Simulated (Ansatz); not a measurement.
MgI2 built on the 3R-MoS2 prototype, relaxed with r2SCAN+rVV10, was run in the PAW code Ansatz under altered settings. All numbers are computed, without spin polarisation but where a row says otherwise.

```
CELL_PARAMETERS angstrom
2.02748 1.17056 7.25542
-2.02748 1.17056 7.25542
0.00000 -2.34113 7.25542
ATOMIC_POSITIONS crystal
Mg 0.99999 0.99999 0.99999
I 0.41792 0.41792 0.41792
I 0.24876 0.24876 0.24876
```

The base run's other keys:
```yaml
kpoints:
  mp_grid: { grid: [6, 6, 6] }
hamiltonian:
  xc: r2scan
scf:
  occupations: { method: fixed }
  n_extra_bands: 4
```

It takes 6 iterations with 2631 plane waves at 500 eV and 32 k points, and leaves a mean stress of +0.64 GPa. The gap over this mesh is 3.282 eV. It ran on 4 threads of Arm Neoverse N1, on a shared host.

Outcomes, with energy and stress as changes against the base:
```
                                               setting            outcome  ΔF (meV/atom)  Δ mean stress (GPa)  gap on the mesh (eV)  iterations  wall time
                  scf.convergence.dr2_threshold: 1e-12          converged            0.0                 0.00                 3.282          11       13 s
                scf.occupations: methfessel_paxton 0.2          converged            0.0                 0.00                 3.282           6        9 s
                                    scf.mixing.ndim: 2          converged            0.0                 0.00                 3.282           6        9 s
                    kpoints.mp_grid.shift: [0, 0, 0.5]  converged, warned           -0.7                -0.02                 3.413           6       16 s
                          hamiltonian.dispersion: d3bj  converged, warned           -143                -0.67                 3.282           6        9 s
                                      basis.xc_grid: 1          converged            0.0                 0.00                 3.282           6        8 s
                    scf.occupations: fermi_dirac 0.001          converged            0.0                 0.00                 3.282           6      9.3 s
                                  scf.mixing.beta: 1.0          converged            0.0                 0.00                 3.281           6      9.4 s
hamiltonian.pseudopotentials: nc (cutoff then 1230 eV)          converged              –                -0.01                 3.282           9       37 s
                 scf.convergence.dr2_threshold: 0.0001  converged, warned            0.0                  0.0                 3.282           6       10 s
                       scf.occupations: gaussian 0.001          converged            0.0                 0.00                 3.282           6      9.2 s
                          scf.occupations: tetrahedron  converged, warned            0.0                    –                 3.282           6        9 s
                       kpoints.mp_grid.grid: [8, 8, 1]  converged, warned            +59                +0.57                 3.382           7      7.6 s
```
A dash marks a value that wasn't obtained or can't be compared. Stress is positive in compression. Its mean hides that meshes of lower symmetry stress the axes unequally. The base took 9 s.

- kpoints.mp_grid.shift: [0, 0, 0.5]. The free energy moves by -0.7 meV an atom, the mean stress by -0.02 GPa and the gap on the mesh by +0.131 eV (to 3.413). The mesh breaks the crystal's symmetry, so the stress, and any force that symmetry no longer fixes, lose it too. The gap changes mostly because other points are sampled; a mesh that misses a band edge overestimates it. Warned: symmetry narrowed by mesh.
- hamiltonian.dispersion: d3bj. The free energy moves by -143 meV an atom, the mean stress by -0.67 GPa and the gap on the mesh by 0.000 eV (to 3.282). A pairwise correction adds to energy, forces and stress and leaves the bands alone. Warned: dispersion damping borrowed.
- scf.convergence.dr2_threshold: 0.0001. It converges in 6 iterations, as the base does. Even so loose a threshold leaves the results unchanged here, which can't be counted on. Warned: force scf threshold loose, stress scf threshold loose.
- scf.occupations: tetrahedron. Energy, stress and gap stay within 1 meV an atom, 0.1 GPa and 0.005 eV of the base. Warned: band table not solved further, tetrahedron derivatives may miss energy slope.
- kpoints.mp_grid.grid: [8, 8, 1]. The free energy moves by +59 meV an atom, the mean stress by +0.57 GPa and the gap on the mesh by +0.101 eV (to 3.382). The mesh breaks the crystal's symmetry, so the stress, and any force that symmetry no longer fixes, lose it too. The gap changes mostly because other points are sampled; a mesh that misses a band edge overestimates it. The mesh is too coarse. Warned: symmetry narrowed by mesh.

Within 1 meV an atom, 0.1 GPa and 0.005 eV of the base stay: scf.convergence.dr2_threshold: 1e-12; scf.occupations: methfessel_paxton 0.2; scf.mixing.ndim: 2; basis.xc_grid: 1; scf.occupations: fermi_dirac 0.001; scf.mixing.beta: 1.0; scf.convergence.dr2_threshold: 0.0001; scf.occupations: gaussian 0.001; scf.occupations: tetrahedron.

No spin-orbit coupling is included; it can move band edges with weight on the heavy atoms by tenths of an eV.
